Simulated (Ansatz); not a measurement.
Crystal: Y.

```xyz
4
Lattice="3.6425 0.0000 0.0000 -1.8213 3.1545 0.0000 0.0000 0.0000 11.8441" Properties=species:S:1:pos:R:3 pbc="T T T"
Y     1.8213    1.0515    8.8831
Y     0.0000    0.0000    5.9221
Y     0.0000    2.1030    2.9610
Y     0.0000    0.0000    0.0000
```

- Program: Ansatz 0.2.0
- Task: relaxation of cell and atoms
- Functional: PBE
- Potentials or basis: Ansatz PAW
- Cutoff: 420 eV (not typed: the program's choice for these potentials)
- k mesh: 8 × 8 × 3
- Occupations: fermi-dirac, width 0.05 eV
- Spin: no spin polarisation

At the start: volume 34.02 Å³/atom.

**Question.** Where does the relaxation end?

**Answer.** It ends after 3 steps and the volume is 32.45 Å³/atom (-4.6 %); space group P6_3/mmc (No. 194, to 0.05 Å).

The path:
| step | energy change (eV) | largest force (eV/Å) | volume (Å³) |
| --- | --- | --- | --- |
| 1 | 0.0000 | 0.0000 | 136.10 |
| 2 | -0.0355 | 0.0000 | 129.78 |
| 3 | -0.0353 | 0.0000 | 129.78 |

Final structure:
```cif
data_structure
_symmetry_space_group_name_H-M 'P 1'
_symmetry_Int_Tables_number 1
_cell_length_a 3.5949
_cell_length_b 3.5949
_cell_length_c 11.5960
_cell_angle_alpha 90.000
_cell_angle_beta 90.000
_cell_angle_gamma 120.000
_cell_volume 129.78
loop_
_atom_site_label
_atom_site_type_symbol
_atom_site_fract_x
_atom_site_fract_y
_atom_site_fract_z
_atom_site_occupancy
Y1 Y 0.66667 0.33333 0.75000 1
Y2 Y 0.00000 0.00000 0.50000 1
Y3 Y 0.33333 0.66667 0.25000 1
Y4 Y 0.00000 0.00000 0.00000 1
```

Caveat: the plane-wave basis is chosen anew once the cell has moved, so the energies of steps on either side of that aren't comparable.
